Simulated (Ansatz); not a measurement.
# PbO: the cost of one run

Method: DFT PBE, scalar-relativistic, plane waves, PAW, in Ansatz 0.2.0.

1 further run of the same task is left out (it didn't finish).

## 1. The structure to begin with

It takes space group P4/nmm (No. 129, tetragonal). The conventional cell has a = 4.057 Å, b = 4.057 Å, c = 5.597 Å, α = 90.00°, β = 90.00°, γ = 90.00°. Around Pb (site symmetry 4mm) lie 4 O at 2.35 Å. Around O (site symmetry -4m2) lie 4 Pb at 2.35 Å.

Coordinates:

```
Pb O
1.0
     4.05682    0.00000    0.00000
     0.00000    4.05682    0.00000
     0.00000    0.00000    5.59708
Pb O
2 2
Direct
  0.50000 0.00000 0.21262
  0.00000 0.50000 0.78738
  0.00000 0.00000 0.00000
  0.50000 0.50000 0.00000
```

An earlier run at PBE left this cell at 23.029 Å³/atom and 0.00 GPa (8×8×6 mesh).

The changes: atom 2 (Pb) moved 0.12 Å along y; atom 1 (Pb) moved 0.12 Å along x; strain e2 = -0.02, atoms carried along; strain e5 = -0.01, atoms carried along; all atoms moved at random (σ = 0.03 Å), cell strained at random (1 %); all atoms moved at random (σ = 0.06 Å), cell strained at random (1 %).

## 2. Atom 2 (Pb) moved 0.12 Å along y

Contents of input.yaml:

```yaml
crystal:
  lattice:
    - [4.0568204757, 0.0, 0.0]
    - [0.0, 4.0568204757, 0.0]
    - [0.0, 0.0, 5.597075029]
  atoms:
    - { symbol: Pb, position: [0.5, 0.0, 0.2126163549] }
    - { symbol: Pb, position: [0.0, 0.5295798152, 0.7873836451] }
    - { symbol: O, position: [0.0, 0.0, 0.0] }
    - { symbol: O, position: [0.5, 0.5, 0.0] }
basis:
  ecutwfc: 420
  ecutrho_ratio: 4
kpoints:
  mp_grid: { grid: [8, 8, 6] }
hamiltonian:
  xc: pbe
scf:
  occupations: { method: gaussian, width: 0.05 }
output:
  forces: true
  stress: true
  eigenvalues: true
  write_density: true
  write_potential: true
  elf: true
  volumetric_format: npy
```

The run is started by

```console
$ ansatz run input.yaml --threads 2 --pin off --max-ram 2662MiB --backend cpu --events-out ev --progress --plain --runs-dir out
```

What time and memory should one allow on 2 threads of Arm Neoverse V1, shared host?

About 19 s, with a peak of 0.44 GiB.
